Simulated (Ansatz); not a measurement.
Results of rVV10 (Ansatz, a first-principles code, plane waves, PAW) for zinc-blende AlSb.

Settings: plane-wave cutoff 520 eV, 10×10×10 k mesh, Fermi–Dirac smearing 0.01 eV, scalar-relativistic PAW data made under PBE.

A third-order Birch–Murnaghan fit to the energies gives V0 = 30.486 Å³/atom, B0 = 48.4 GPa, B′ = 4.5.

| V (Å³/atom) | P (GPa) |
|---|---|
| 28.657 | 3.44 |
| 29.267 | 2.17 |
| 29.877 | 1.02 |
| 30.487 | 0.00 |
| 31.096 | ? |
| 31.706 | ? |
| 32.316 | -2.47 |

Task: Estimate the withheld pressures from this fit; the answers are the runs' own values.

Result: 
- 31.096, P (GPa): -0.92
- 31.706, P (GPa): -1.74

The formula P = (3/2) B0 (x^(7/3) − x^(5/3)) [1 + (3/4)(B′ − 4)(x^(2/3) − 1)] with x = V0/V meets the computed pressures within 0.01 GPa when these rounded values are put in.

Measured, for comparison: bulk modulus 58.2 GPa (temperature not stated, not corrected to a static lattice; as tabulated in Toher et al. (2017), arXiv:1611.05714); equilibrium volume per atom 28.77 Å³/atom (low temperature, thermal expansion removed or low-temperature value; zero-point expansion not removed; as tabulated in Zhang et al. (2018), doi:10.1088/1367-2630/aac7f0). Computed (rounded) less measured: bulk modulus -17 %, equilibrium volume per atom +6.0 %.

Spin–orbit coupling is not included.

Computing time: around 90 core-seconds (rough).
